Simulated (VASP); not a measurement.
Crystal: Pt.

```
Pt
1.0
     2.65060   -1.75184    0.00000
     2.65060    1.75184    0.00000
     0.00000    0.00000    7.14620
Pt
4
Direct
  0.85000 0.15000 0.11700
  0.65000 0.35000 0.61700
  0.15000 0.85000 0.88300
  0.35000 0.65000 0.38300
```

The cell was built by a generator and needn't be a form met in nature.

| Quantity | Value |
| --- | --- |
| Program | VASP 6.6.1 |
| Task | relaxation of cell and atoms |
| Functional | PBEsol |
| Potentials or basis | VASP PAW PBE potentials, release 64 (Pt) |
| Cutoff | 600 eV |
| k mesh | 6 × 6 × 4 |
| Occupations | gaussian, width 0.1 eV |
| Spin | no spin polarisation |

At the start: pressure 50.9 GPa; volume 16.59 Å³/atom.

Task: How do energy, volume and symmetry change on relaxing?

Result: Over 77 steps the energy falls by 2448.5 meV/atom and the volume is 15.18 Å³/atom (-8.5 %); space group I4/mmm (No. 139, to 0.05 Å).

Step by step:
```tsv
step	energy change (eV)	largest force (eV/Å)	pressure (GPa)	volume (Å³)
1	0.0000	17.6076	50.87	66.37
3	-3.3668	2.1486	15.87	120.71
5	-4.1943	0.6673	-4.52	138.52
7	-4.2786	0.1711	-0.69	133.45
9	-4.3094	0.0606	0.32	131.40
11	-4.3272	0.0331	0.97	129.37
13	-4.3377	0.0892	0.20	129.28
15	-4.3548	0.2510	-1.02	129.85
17	-4.3706	0.0610	0.31	127.82
19	-4.3784	0.0141	-0.27	127.30
21	-4.3879	0.1346	-0.46	125.75
23	-4.3921	0.1985	0.56	123.55
25	-4.3969	0.1652	0.54	122.62
27	-4.4174	0.0849	0.46	118.44
29	-4.6085	0.5345	0.26	102.01
31	18.6427	8.3214	453.13	41.00
33	-3.5922	3.4534	31.86	74.47
35	-4.0094	3.8408	48.45	64.88
37	-4.1197	4.0853	66.35	59.61
39	-5.5771	3.3591	44.80	61.56
41	-7.9541	1.3124	-9.79	70.60
43	-8.0340	1.3030	-9.90	70.36
45	-8.5437	1.4492	-0.89	66.14
47	-8.5851	1.4851	3.44	64.89
49	-8.6993	1.2940	3.72	64.49
51	-8.9536	0.5461	-1.81	65.05
53	-9.0856	0.4013	-0.09	63.98
55	-9.1079	0.4625	1.20	63.51
57	-9.1054	1.3248	-0.10	63.16
59	-9.1601	0.7474	-0.18	63.34
61	-9.2598	0.9276	-2.39	63.22
63	-9.2629	1.5028	-3.44	62.51
65	-9.4637	1.2715	-4.23	62.43
67	-9.5659	1.0676	-0.38	61.25
69	-9.7608	0.2031	3.62	60.17
71	-9.7827	0.1770	-1.05	61.05
73	-9.7905	0.1079	-0.85	60.94
75	-9.7928	0.0612	0.12	60.70
77	-9.7939	0.0240	0.02	60.72
```

Final structure:
```yaml
crystal:
  lattice:
    - [2.36731, -2.36614, 0.00000]
    - [2.36731, 2.36614, 0.00000]
    - [0.00000, 0.00000, 5.41995]
  atoms:
    - { symbol: Pt, position: [0.74978, 0.25022, 0.12461] }
    - { symbol: Pt, position: [0.75022, 0.24978, 0.62461] }
    - { symbol: Pt, position: [0.25022, 0.74978, 0.87539] }
    - { symbol: Pt, position: [0.24978, 0.75022, 0.37539] }
```

Caveat: the PAW data sets were made with another functional, which shifts forces and pressure a little.
